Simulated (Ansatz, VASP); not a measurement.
Au: VASP beside Ansatz

File INCAR:

```
PREC     = Accurate       # precision mode
ENCUT    = 520            # plane-wave cutoff, eV
EDIFF    = 1E-7           # SCF threshold, eV
ISMEAR   = 0              # smearing method
SIGMA    = 0.1            # smearing width, eV
LREAL    = False          # projectors in reciprocal space
LASPH    = True           # aspherical terms in the spheres
NELM     = 60             # most SCF steps
ALGO     = Normal         # electronic algorithm
ISIF     = 2              # what is computed and relaxed
LWAVE    = False          # write WAVECAR
LCHARG   = True           # write CHGCAR
GGA      = CA             # functional
LELF     = True           # ELF
LVHAR    = True         
NBANDS   = 12             # bands
```

KPOINTS

```
Automatic mesh
0
Gamma
  13 13 13
```

The input POSCAR:

```
Au
1.0
    0.0000000000      2.0229622709      2.0229622709
    2.0229622709      0.0000000000      2.0229622709
    2.0229622709      2.0229622709      0.0000000000
Au
1
Direct
    0.0000000000      0.0000000000      0.0000000000
```

Input for Ansatz:

```yaml
crystal:
  lattice:
    - [0.0, 2.0229622709, 2.0229622709]
    - [2.0229622709, 0.0, 2.0229622709]
    - [2.0229622709, 2.0229622709, 0.0]
  atoms:
    - { symbol: Au, position: [0.0, 0.0, 0.0] }
hamiltonian:
  xc: lda
  pseudopotentials:
    kind: paw
    azcp:
      Au: "pseudopotentials/Au.paw.azcp"
basis:
  ecutwfc: 420
  fft_grid_basis: typed
kpoints:
  mp_grid: { grid: [13, 13, 13], shift: [0, 0, 0] }
magnetization:
  spin_polarized: false
scf:
  occupations: { method: gaussian, width: 0.1 }
  lower_state_search: "off"
output:
  stress: true
```

Alike in both runs: task single point; functional LDA; k mesh 13 × 13 × 13; occupations gaussian, width 0.1 eV; no spin polarisation.

```csv
,VASP,Ansatz
version,VASP 6.6.1,Ansatz 0.2.0
potentials or method,"VASP PAW LDA potentials, release 64 (Au)","plane waves (420 eV) with PAW, scalar-relativistic"
plane-wave cutoff (eV),520,420
valence electrons in the cell,11,19
```

|  | VASP | Ansatz | Ansatz less VASP |
| --- | --- | --- | --- |
| pressure (GPa) | 0.4 | -0.1 | -0.49 |

The two sets of potentials don't hold the same shells in valence. Ansatz warned: «pseudo_functional_mismatch».

The runs have no spin-orbit coupling, so splittings on Au are missing.
